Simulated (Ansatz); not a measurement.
CdO (Monteponite):

```
Cd O
1.0
     0.00000    2.34950    2.34950
     2.34950    0.00000    2.34950
     2.34950    2.34950    0.00000
Cd O
1 1
Direct
  0.00000 0.00000 0.00000
  0.50000 0.50000 0.50000
```

Base run:

| Property | Result |
| --- | --- |
| Program | Ansatz 0.2.0 |
| Functional | PBE |
| Potentials or basis | all-electron LAPW, scalar-relativistic |
| Cutoff | 306 eV (chosen from the basis error) |
| Basis error allowed | 0.001 eV/atom |
| k mesh | 10 × 10 × 10 |
| Occupations | fermi-dirac, width 0.05 eV |
| Spin | no spin polarisation |

Its results: pressure 6.1 GPa.

Problem. The run is repeated on the same cell with these changes: functional from PBE to BLYP. What comes out?

Solution. Pressure 11.7 GPa.

BLYP binds less tightly than PBE, so the same cell stands under more pressure.
